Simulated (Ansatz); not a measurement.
# Mn: the order of phases at one pressure

Which of hcp, beta tin, sc, omega has the lowest enthalpy for Mn at one common pressure? Methods of the runs shown: LAPW. Companion runs by PAW are cited.

Computed with Ansatz 0.2.0 (DFT, PBE, all-electron LAPW, scalar-relativistic, unless a step's input says otherwise).

**1. The structure to begin with**

It takes space group P6_3/mmc (No. 194, hexagonal). Conventional cell: a = 2.119 Å, b = 2.119 Å, c = 3.410 Å, α = 90.00°, β = 90.00°, γ = 120.00°. Mn (site symmetry -6m2) is surrounded by 12 Mn at 2.10 to 2.12 Å.

Structure file:

```
CELL_PARAMETERS angstrom
2.11877 0.00000 0.00000
-1.05939 1.83491 0.00000
0.00000 0.00000 3.40957
ATOMIC_POSITIONS crystal
Mn 0.33333 0.66667 0.25000
Mn 0.66667 0.33333 0.75000
```

Atoms are numbered in the order of the input: Mn1, Mn2.

**2. Hcp relaxed under pressure, LAPW**

The input, input.yaml:

```yaml
crystal:
  lattice:
    - [2.1187717023, 0.0, 0.0]
    - [-1.0593858512, 1.834910119, 0.0]
    - [0.0, 0.0, 3.4095676533]
  atoms:
    - { symbol: Mn, position: [0.3333333333, 0.6666666667, 0.25], spin: 3.0 }
    - { symbol: Mn, position: [0.6666666667, 0.3333333333, 0.75], spin: 3.0 }
magnetization:
  spin_polarized: true
kpoints:
  mp_grid: { grid: [21, 21, 11] }
scf:
  occupations: { method: fermi_dirac, width: 0.1 }
hamiltonian:
  xc: pbe
  pseudopotentials: { kind: all_electron, lapw: { basis_error: 0.0005 } }
output:
  forces: true
  stress: true
  eigenvalues: true
relax:
  f_tol: 0.005
  max_steps: 12
  cell: { p_target: 370.0, stress_tol: 0.185 }
```

Started as:

```
ansatz run input.yaml --threads 2 --pin off --max-ram 7168MiB --backend cpu --events-out ev --progress --plain --runs-dir out
```

Further steps of the session: Beta tin relaxed under pressure, LAPW; Sc relaxed under pressure, LAPW; Omega relaxed under pressure, LAPW.

Q: Predict the outcome of this session. Wanted: pressure; lowest (for each run or level that gives them).

**Answer**, as computed:

| quantity | value |
| --- | --- |
| pressure | 370 GPa |
| lowest (LAPW) | hcp, 96.8 meV/atom under omega |
| lowest (PAW) | hcp, 96.0 meV/atom under omega |

**Reading.** By LAPW the order is hcp < omega < beta tin < sc. By PAW the order is hcp < omega < beta tin < sc. The methods agree on the lowest phase. Only these structures were tried, with electrons smeared by 0.1 eV and without vibrations, so the true ground state may be another. The k meshes differ between phases and weren't tested, which can move differences by some meV.
